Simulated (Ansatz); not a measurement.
SnO2 in Ansatz: the effect of functional

Crystal: SnO2.

```
CELL_PARAMETERS angstrom
1.63837 0.94592 4.86377
-1.63837 0.94592 4.86377
0.00000 -1.89183 4.86377
ATOMIC_POSITIONS crystal
Sn 0.50000 0.50000 0.50000
O 0.76283 0.76283 0.76283
O 0.23717 0.23717 0.23717
```

Measurements of this composition are mostly on another form, of space group No. 136.

The cell isn't the ideal one: volume scaled by 1.04.

Alike in all runs:

| Item | Value |
| --- | --- |
| Program | Ansatz 0.2.0 |
| Task | single point |
| Potentials or basis | Ansatz PAW |
| k mesh | 10 × 10 × 10 |
| Occupations | fermi-dirac, width 0.05 eV |
| Spin | no spin polarisation |

One run gave: gap on the mesh 2.17 eV; pressure -12.0 GPa; largest force 1.01 eV/Å. Which functional did it use?
A. LDA
B. r2SCAN
C. PBEsol

B.

| functional | cutoff | gap on the mesh (eV) | pressure (GPa) | largest force (eV/Å) |
| --- | --- | --- | --- | --- |
| PBEsol | 420 eV (not typed: the program's choice for these potentials) | 1.64 | -9.8 | 0.76 |
| r2SCAN | 500 eV (not typed: the program's choice for these potentials) | 2.17 | -12.0 | 1.01 |
| LDA | 420 eV (not typed: the program's choice for these potentials) | 1.54 | -13.5 | 1.03 |

Caveats: spin-orbit coupling is left out, which moves the levels of the heavy elements; the PAW data sets come from PBE, with cores solved anew for the run's functional, which leaves a small shift of forces and pressure; forces of over 1 eV/Å show positions far from the minimum, so gaps and moduli don't describe the material at rest (some runs).

A k mesh can miss the band edges.
